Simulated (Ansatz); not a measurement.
BaTe:

```
Ba Te
1.0
     0.00000    3.41000    3.41000
     3.41000    0.00000    3.41000
     3.41000    3.41000    0.00000
Ba Te
1 1
Direct
  0.00000 0.00000 0.00000
  0.50000 0.50000 0.50000
```

Base run:

```yaml
Program: Ansatz 0.2.0
Functional: PBE0
Potentials_or_basis: Ansatz PAW
Cutoff: "420 eV (not typed: the program's choice for these potentials)"
k_mesh: 6 × 6 × 6
Occupations: fermi-dirac, width 0.05 eV
Spin: no spin polarisation
```

Its results: band gap on the k mesh 2.74 eV, indirect (least direct gap 3.16 eV); pressure 3.6 GPa.

The run is repeated on the same cell with these changes: functional from PBE0 to HSE06. What comes out?

Band gap on the k mesh 2.10 eV, indirect (least direct gap 2.50 eV); pressure 3.6 GPa.

Caveats: spin-orbit coupling is left out, which moves the levels of the heavy elements; the PAW data sets come from PBE, with cores solved anew for the run's functional, which leaves a small shift of forces and pressure; the thresholds are loose for stress.
